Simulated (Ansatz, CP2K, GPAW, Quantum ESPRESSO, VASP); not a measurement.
## BaZrO3: equilibrium volume by level of theory

**What was measured.** The equilibrium volume of BaZrO3 (Pm-3m) is reported as 14.74 Å³/atom at 300 K (a printed reference work). The runs below try to reproduce it.

```cif
data_structure
_symmetry_space_group_name_H-M 'P 1'
_symmetry_Int_Tables_number 1
_cell_length_a 4.1913
_cell_length_b 4.1913
_cell_length_c 4.1913
_cell_angle_alpha 90.000
_cell_angle_beta 90.000
_cell_angle_gamma 90.000
_cell_volume 73.63
loop_
_atom_site_label
_atom_site_type_symbol
_atom_site_fract_x
_atom_site_fract_y
_atom_site_fract_z
_atom_site_occupancy
Ba1 Ba 0.00000 0.00000 0.00000 1
Zr1 Zr 0.50000 0.50000 0.50000 1
O1 O 0.50000 0.50000 0.00000 1
O2 O 0.50000 0.00000 0.50000 1
O3 O 0.00000 0.50000 0.50000 1
```

```csv
rung,level,program and potentials,cutoff (eV),k mesh,smearing,task,equilibrium volume (Å³/atom),miss,notes
LDA,LDA,"CP2K, GTH_POTENTIALS Ba GTH-PADE-q10, Zr GTH-PADE-q12, O GTH-PADE-q6; TZVP-MOLOPT-PBE-GTH basis",-,6 × 6 × 6,fermi-dirac 0.05,equation of state,14.30,-3.0 %,atomic basis
LDA,LDA,"GPAW, the program's PAW data sets (release 1.2.1) made for this functional",800,6 × 6 × 6,fermi-dirac 0.05,equation of state,14.20,-3.7 %,-
LDA,LDA,"Quantum ESPRESSO, GBRV 1.5 LDA",612,6 × 6 × 6,fermi-dirac 0.05,equation of state,14.34,-2.7 %,-
LDA,LDA,"VASP, LDA PAW files Ba_sv, O, Zr_sv, 600 eV",600,6 × 6 × 6,gaussian 0.02,relaxation of cell and atoms,14.38,-2.4 %,-
GGA,PBE,"GPAW, GPAW PAW data sets (gpaw-data 1.2.1)",800,6 × 6 × 6,fermi-dirac 0.05,equation of state,15.09,+2.4 %,-
GGA,PBE,"VASP, PBE PAW files Ba_sv, O, Zr_sv, 600 eV",600,6 × 6 × 6,gaussian 0.02,relaxation of cell and atoms,15.19,+3.1 %,-
GGA + dispersion,PBE+D3(BJ),"VASP, PBE PAW files Ba_sv, O, Zr_sv, 600 eV",600,6 × 6 × 6,gaussian 0.02,relaxation of cell and atoms,14.93,+1.3 %,-
GGA,PBEsol,"Ansatz, all-electron LAPW, scalar-relativistic",-,6 × 6 × 6,fermi-dirac 0.05,equation of state,14.61,-0.9 %,-
GGA,PBEsol,"GPAW, PAW data sets generated for this functional",800,6 × 6 × 6,fermi-dirac 0.05,equation of state,14.60,-0.9 %,-
GGA,PBEsol,"VASP, PBE PAW files Ba_sv, O, Zr_sv, 520 eV",520,6 × 6 × 6,fermi-dirac 0.05,equation of state,14.73,-0.1 %,potentials made for PBE
meta-GGA,r2SCAN,"VASP, PBE PAW files Ba_sv, O, Zr_sv, 600 eV",600,6 × 6 × 6,gaussian 0.05,relaxation of cell and atoms,14.95,+1.4 %,potentials made for PBE
meta-GGA + dispersion,r2SCAN+rVV10,"VASP, PBE PAW files Ba_sv, O, Zr_sv, 600 eV",600,6 × 6 × 6,gaussian 0.05,relaxation of cell and atoms,14.85,+0.7 %,potentials made for PBE
```

All rows: no spin polarisation. Smearing widths are in eV. Meshes are those of the run's cell of 5 atoms unless a note names another. Relaxations start from the cell shown or near it and stop with a little pressure left. Misses use the values as printed. Runs on faulty files, with rough fits or with known faults for this quantity aren't shown. No row holds spin-orbit coupling.

By rung: LDA 14.20 to 14.38; GGA 14.60 to 15.19; GGA + dispersion 14.93; meta-GGA 14.95; meta-GGA + dispersion 14.85; LDA in atomic bases 14.30 (Å³/atom). Measured: 14.74 Å³/atom at 300 K (a printed reference work). Closest, coarse meshes and atomic bases left aside, is PBEsol with VASP, PBE PAW files Ba_sv, O, Zr_sv, 520 eV (-0.1 %), and PBE misses by +2.4 % to +3.1 % on plain settings. The runs are for a static lattice, while measurements hold temperature and zero-point motion.
